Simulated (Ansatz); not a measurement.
# Formation energy of Cu3Au

The computed numbers are results of PBE, scalar-relativistic (no spin polarisation) in the plane-wave PAW code Ansatz at 420 eV, Γ-centred 10×10×10 mesh, 0.05 eV Gaussian smearing; PAW files: Ansatz's generated set soft_2.

The chain of runs began from a cell as deposited in COD, expanded in volume.

The structure is cubic, space group Pm-3m (No. 221). Conventional cell: a = 3.779 Å, b = 3.779 Å, c = 3.779 Å, α = 90.00°, β = 90.00°, γ = 90.00°. Around Cu (site symmetry 4/mmm) lie 8 Cu at 2.67 Å and 4 Au at 2.67 Å. Au (site symmetry m-3m) has 12 Cu at 2.67 Å as nearest neighbours. (Neighbours are counted to 15 % beyond the shortest distance.)

The elements were computed in their standard states with the same datasets, cutoff and functional. Absolute energies hang on the potentials; compare differences alone.

Energy of the relaxed cell (4 atoms, smearing extrapolated to zero): -33025.005 eV. Elements, in eV/atom: Cu -6625.175, Au -13149.329.

Problem. What is the formation energy?

Solution. [-33025.005 − (3 × -6625.175 + 1 × -13149.329)] / 4 = -0.04 eV/atom, or -4 kJ per mole of atoms.

The value is for 0 K, without zero-point energy. A negative value shows stability against the elements alone, not against other compounds or structures.

Spin–orbit coupling, which matters for such heavy elements, is left out.
